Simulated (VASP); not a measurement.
**FeGe23 (a cell with a defect): relaxation of the atoms with PBEsol+U**

Crystal: FeGe23 (a cell with a defect).

```
Fe Ge
1.0
     0.00000    8.48631    8.48631
     5.65754    0.00000    5.65754
     5.65754    5.65754    0.00000
Fe Ge
1 23
Direct
  0.00669 0.99726 0.99452
  0.99496 0.00149 0.50687
  0.00156 0.50016 0.99794
  0.99862 0.49520 0.49737
  0.33015 0.00855 0.99795
  0.33131 0.00215 0.50316
  0.33451 0.50355 0.00051
  0.33143 0.50349 0.49796
  0.66883 0.99928 0.99733
  0.66172 0.00277 0.50037
  0.66330 0.50211 0.00724
  0.66673 0.50806 0.50065
  0.08767 0.11793 0.12670
  0.08381 0.12490 0.62341
  0.07959 0.62637 0.12486
  0.08430 0.61890 0.62988
  0.41486 0.12536 0.12128
  0.42127 0.12615 0.61781
  0.41790 0.62493 0.12614
  0.41557 0.63102 0.62811
  0.75315 0.12837 0.12296
  0.75511 0.12336 0.62531
  0.74838 0.62203 0.12262
  0.74614 0.63414 0.62476
```

The cell isn't the ideal one: atoms moved at random, drawn with an rms of 0.05 Å.

```
Program                : VASP 6.6.1
Task                   : relaxation of the atoms
Functional             : PBEsol
Potentials or basis    : VASP PAW PBE potentials, release 64 (Fe, Ge_d)
Cutoff                 : 350 eV
k mesh                 : 2 × 2 × 2
Occupations            : gaussian, width 0.03 eV
Spin                   : collinear spin, zero start
Starting moments       : [0.0, 0.0, 0.0, 0.0, 0.0, 0.0, 0.0, 0.0, 0.0, 0.0, 0.0, 0.0, 0.0, 0.0, 0.0, 0.0, 0.0, 0.0, 0.0, 0.0, 0.0, 0.0, 0.0, 0.0] μB
Fixed moment           : 0 μB
Hubbard terms          : Fe d U = 4 eV
Dq                     : 0
Further INCAR settings : LREAL = Auto; ALGO = Normal; EDIFF = 1e-05; ISYM = 0; IBRION = 2; EDIFFG = -0.03; NSW = 60
```

The energy gained by relaxing is 44.7 meV/atom, the ionic steps are 18 and the largest force after relaxing is 0.027 eV/Å. The net moment is 0.00 μB per cell. The site moments are Fe +0.20; Ge -0.01, +0.01, -0.02, -0.00, +0.00, -0.04 μB and the valence electrons inside the program's atomic spheres are Fe 7.24; Ge 12.39, 12.38, 12.40, 12.41.

Forces in eV/Å, atoms in the order of the input:
```
Fe   0.001 -0.009 -0.011
Ge   0.000 -0.010 -0.008
Ge   0.010 -0.008  0.005
Ge   0.007 -0.011  0.008
Ge   0.014  0.008  0.008
Ge  -0.018  0.002  0.019
Ge  -0.018  0.012 -0.008
Ge  -0.011  0.005 -0.009
Ge   0.013 -0.010 -0.009
Ge  -0.002  0.007 -0.004
Ge  -0.006  0.016 -0.012
Ge  -0.012 -0.001 -0.001
Ge  -0.005  0.008  0.016
Ge   0.006 -0.004  0.014
Ge   0.014  0.008  0.007
Ge  -0.003  0.012  0.007
Ge  -0.006 -0.002  0.013
Ge  -0.006  0.004 -0.015
Ge  -0.002 -0.004 -0.005
Ge   0.005 -0.005  0.007
Ge   0.002 -0.012 -0.023
Ge   0.014  0.011 -0.020
Ge   0.011 -0.007  0.024
Ge  -0.005 -0.009 -0.001
```

Step by step:
| step | energy change (eV) | largest force (eV/Å) | pressure (GPa) |
| --- | --- | --- | --- |
| 1 | 0.0000 | 1.2967 | -0.87 |
| 2 | -0.9246 | 0.6726 | 1.64 |
| 3 | -0.9951 | 0.4277 | 0.05 |
| 4 | -1.0319 | 0.2380 | -0.45 |
| 5 | -1.0493 | 0.2632 | -0.15 |
| 6 | -1.0527 | 0.2503 | -0.15 |
| 7 | -1.0657 | 0.1167 | -0.16 |
| 8 | -1.0671 | 0.0878 | -0.17 |
| 9 | -1.0692 | 0.0443 | -0.17 |
| 10 | -1.0696 | 0.0404 | -0.19 |
| 11 | -1.0696 | 0.0735 | -0.18 |
| 12 | -1.0697 | 0.0478 | -0.18 |
| 13 | -1.0710 | 0.0364 | -0.19 |
| 14 | -1.0714 | 0.0333 | -0.20 |
| 15 | -1.0716 | 0.0508 | -0.19 |
| 16 | -1.0724 | 0.0326 | -0.18 |
| 17 | -1.0727 | 0.0310 | -0.20 |
| 18 | -1.0731 | 0.0275 | -0.20 |

Final structure:
```yaml
crystal:
  lattice:
    - [0.00000, 8.48631, 8.48631]
    - [5.65754, 0.00000, 5.65754]
    - [5.65754, 5.65754, 0.00000]
  atoms:
    - { symbol: Fe, position: [0.00281, 0.00157, 0.99844] }
    - { symbol: Ge, position: [0.00067, 0.99895, 0.50078] }
    - { symbol: Ge, position: [0.00132, 0.49629, 0.00242] }
    - { symbol: Ge, position: [0.00037, 0.49889, 0.49867] }
    - { symbol: Ge, position: [0.33000, 0.00318, 0.00054] }
    - { symbol: Ge, position: [0.33163, 0.00474, 0.49622] }
    - { symbol: Ge, position: [0.33047, 0.50365, 0.00094] }
    - { symbol: Ge, position: [0.33095, 0.50323, 0.50077] }
    - { symbol: Ge, position: [0.66914, 0.00304, 0.00020] }
    - { symbol: Ge, position: [0.66487, 0.00507, 0.49668] }
    - { symbol: Ge, position: [0.66619, 0.49712, 0.00237] }
    - { symbol: Ge, position: [0.66709, 0.50215, 0.49911] }
    - { symbol: Ge, position: [0.07871, 0.11873, 0.12406] }
    - { symbol: Ge, position: [0.08228, 0.11918, 0.63548] }
    - { symbol: Ge, position: [0.07975, 0.64051, 0.11866] }
    - { symbol: Ge, position: [0.08068, 0.62484, 0.62735] }
    - { symbol: Ge, position: [0.41795, 0.12668, 0.12141] }
    - { symbol: Ge, position: [0.41563, 0.12665, 0.62519] }
    - { symbol: Ge, position: [0.41622, 0.62722, 0.12515] }
    - { symbol: Ge, position: [0.41723, 0.62751, 0.62467] }
    - { symbol: Ge, position: [0.76288, 0.11903, 0.12134] }
    - { symbol: Ge, position: [0.75051, 0.12507, 0.62517] }
    - { symbol: Ge, position: [0.75036, 0.62634, 0.12327] }
    - { symbol: Ge, position: [0.74983, 0.62788, 0.62682] }
```

Eigenvalues of the final occupation matrices:
| site | spin | trace | eigenvalues |
| --- | --- | --- | --- |
| site 1 d | 1 | 3.30 | 0.20 0.46 0.84 0.89 0.91 |
| site 1 d | 2 | 3.11 | 0.09 0.41 0.84 0.88 0.89 |

Run time: 120 min on 4 MPI ranks on AMD EPYC 9R45 96-Core Processor (Zen 5), on a shared host, peak memory 0.61 GiB a rank.

Caveat: the k mesh is coarse (spacing up to 0.48 Å⁻¹), so the values aren't converged; the cutoff is under 1.25 times the usual one of these potentials, so pressure, stress and relaxed cells hold a basis-set (Pulay) error; the PAW data sets were made with another functional, which shifts forces and pressure a little; the total moment is fixed, so each spin has its own Fermi level; the U is typed as a test and isn't derived for this compound. The state reached can hang on the start; a lower one may exist.
